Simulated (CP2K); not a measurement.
BaTiO3:

```
Ba Ti O
1.0
     3.75276    0.00000    0.00000
    -0.63239    4.48133    0.00000
     0.63945   -0.14515    3.73641
Ba Ti O
1 1 3
Cartesian
  0.0215 4.3242 3.7308
  1.8800 2.2186 1.9062
  3.7515 2.1366 1.8497
  2.1948 2.1032 3.7160
  1.5588 4.3776 1.8606
```

Program: CP2K 2026.2. Alike in all runs: task band structure; level PBE; no spin polarisation; cell as given; k mesh 7 × 6 × 7; smearing fermi-dirac 0.05 eV. Hardware: 2 MPI ranks on Arm Neoverse V1, with other jobs on the host.

Problem. Order these runs on this cell by their wall time, lowest first.
A. potentials or basis GTH_POTENTIALS Ba GTH-PBE-q10, Ti GTH-PBE-q12, O GTH-PBE-q6; SZV-MOLOPT-SR-GTH basis; ADDED_MOS [7]
B. potentials or basis POTENTIAL_UZH Ba GTH-PBE-q10, Ti GTH-PBE-q12, O GTH-PBE-q6; TZVP-MOLOPT-PBE-GTH basis; ADDED_MOS [19]
C. potentials or basis GTH_POTENTIALS Ba GTH-PBE-q10, Ti GTH-PBE-q12, O GTH-PBE-q6; DZVP-MOLOPT-SR-GTH basis; ADDED_MOS [19]

Solution. A (25 s), C (50 s), B (110 s).
